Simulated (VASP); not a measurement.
Here is a VASP 6.6.1 calculation.

Contents of INCAR:

```
PREC = Accurate
ENCUT = 600
EDIFF = 1E-7
ISMEAR = 0
SIGMA = 0.03
LREAL = False
LASPH = True
NELM = 80
ALGO = Normal
ISIF = 3
LWAVE = False
LCHARG = False
METAGGA = R2SCAN
LMIXTAU = True
IBRION = 2
NSW = 90
EDIFFG = -0.005
KPAR = 2
```

KPOINTS

```
regular mesh
0
Gamma
  9 9 2
```

POSCAR

```
GaS                                     
1.0
    3.5937558214     -0.0000000000      0.0000000000
   -1.7968779107      3.1122838363      0.0000000000
    0.0000000000     -0.0000000000     16.0398748970
  Ga              S             
     4     4
Direct
     0.3333333332999970    0.6666666667000030    0.1738420002456976
     0.6666666667000030    0.3333333332999970    0.6738420002456977
     0.3333333332999970    0.6666666667000030    0.3261579997543024
     0.6666666667000030    0.3333333332999970    0.8261579997543023
     0.3333333332999970    0.6666666667000030    0.6072233010977875
     0.6666666667000030    0.3333333332999970    0.1072233010977878
     0.3333333332999970    0.6666666667000030    0.8927766989022125
     0.6666666667000030    0.3333333332999970    0.3927766989022123
```

Potentials or basis: VASP PAW PBE potentials, release 64 (Ga_d, S).

Run with:

```bash
$ cat potpaw_PBE.64/Ga_d/POTCAR potpaw_PBE.64/S/POTCAR > POTCAR
$ mpirun -np 2 vasp_std > vasp.out
```

Task: What does it give for the relaxed cell?

Result: a = 3.593 Å, b = 3.593 Å, c = 16.113 Å, α = 90.00°, β = 90.00°, γ = 120.00°.

Task: Estimate the band gap on the k mesh.

Result: 2.14 eV, indirect (least direct gap 2.36 eV).

Final structure:
```cif
data_structure
_symmetry_space_group_name_H-M 'P 1'
_symmetry_Int_Tables_number 1
_cell_length_a 3.5933
_cell_length_b 3.5933
_cell_length_c 16.1128
_cell_angle_alpha 90.000
_cell_angle_beta 90.000
_cell_angle_gamma 120.000
_cell_volume 180.17
loop_
_atom_site_label
_atom_site_type_symbol
_atom_site_fract_x
_atom_site_fract_y
_atom_site_fract_z
_atom_site_occupancy
Ga1 Ga 0.33333 0.66667 0.17418 1
Ga2 Ga 0.66667 0.33333 0.67418 1
Ga3 Ga 0.33333 0.66667 0.32582 1
Ga4 Ga 0.66667 0.33333 0.82582 1
S1 S 0.33333 0.66667 0.60784 1
S2 S 0.66667 0.33333 0.10784 1
S3 S 0.33333 0.66667 0.89216 1
S4 S 0.66667 0.33333 0.39216 1
```

Caveat: an odd mesh through Γ misses points on the zone boundary, where band edges often lie.
